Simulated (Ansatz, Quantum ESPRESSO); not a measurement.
# As: 5 runs at one level of theory

```
CELL_PARAMETERS angstrom
2.70368 0.00000 0.00000
0.00000 2.70368 0.00000
0.00000 0.00000 2.70368
ATOMIC_POSITIONS crystal
As 0.50000 0.50000 0.50000
```

This isn't the form of As at room conditions, which is rhombohedral.

Alike in all runs: task band structure; functional PBEsol; k mesh 10 × 10 × 10; occupations fermi-dirac, width 0.05 eV; no spin polarisation; no spin-orbit coupling. Pressure is positive in compression and, in plane waves, holds the error of the finite cutoff, which Ansatz's Pulay term estimates and takes out.

| program and potentials | plane-wave cutoff (eV) | notes | pressure (GPa) |
| --- | --- | --- | --- |
| Ansatz, PAW datasets made for the crystal | 180 | 5 valence electrons an atom on average | -1.55 |
| Quantum ESPRESSO, PseudoDojo 0.4 SR PBEsol stringent | 1415 | 23 valence electrons an atom on average | ? |
| Ansatz, all-electron LAPW, scalar-relativistic | - | - | -1.55 |
| Quantum ESPRESSO, PseudoDojo 0.4.1 SR PBEsol standard | 1143 | 15 valence electrons an atom on average | -1.53 |
| Quantum ESPRESSO, GBRV 1.5 PBEsol | 612 | 5 valence electrons an atom on average | -1.15 |

Estimate from the other rows what the run with Quantum ESPRESSO, PseudoDojo 0.4 SR PBEsol stringent gave.

Pressure -1.58 GPa. The other rows, which needn't bracket it: pressure -1.55 to -1.15.
